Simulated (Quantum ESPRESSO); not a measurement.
A run of Quantum ESPRESSO 7.5 is set up as follows.

pw.in

```
&CONTROL
  calculation = 'scf'
  prefix = 'pwscf'
  outdir = './tmp'
  pseudo_dir = './pseudo'
  tprnfor = .true.
  tstress = .true.
  disk_io = 'nowf'
/
&SYSTEM
  ibrav = 0
  nat = 1
  ntyp = 1
  ecutwfc = 70
  nbnd = 6
  occupations = 'smearing'
  smearing = 'fd'
  degauss = 0.00367493
/
&ELECTRONS
  conv_thr = 2d-10
  electron_maxstep = 120
  mixing_beta = 0.5
/
ATOMIC_SPECIES
B     10.8100 B_ONCV_PBE-1.2.upf
CELL_PARAMETERS angstrom
   2.3461100000    0.0000000000    0.0000000000
   0.0000000000    2.3461100000    0.0000000000
   0.0000000000    0.0000000000    1.5857900000
ATOMIC_POSITIONS crystal
B      0.5000000000    0.5000000000    0.5000000000
K_POINTS automatic
8 8 11 0 0 0
```

Potentials or basis: SG15 PBE 1.2.

Run with:

```bash
$ OMP_NUM_THREADS=1 mpirun -n 2 pw.x -nk 2 -in pw.in > pw.out
```

Q: Predict the band gap on the k mesh.

A: None (metal or under the smearing width).

Q: Predict the pressure.

A: -1.1 GPa.

Stress tensor (GPa, compression positive):
```
 2.91  0.00  0.00
 0.00  2.91  0.00
 0.00  0.00 -9.14
```

Caveat: the k mesh is coarse (spacing up to 0.36 Å⁻¹), so the values aren't converged.
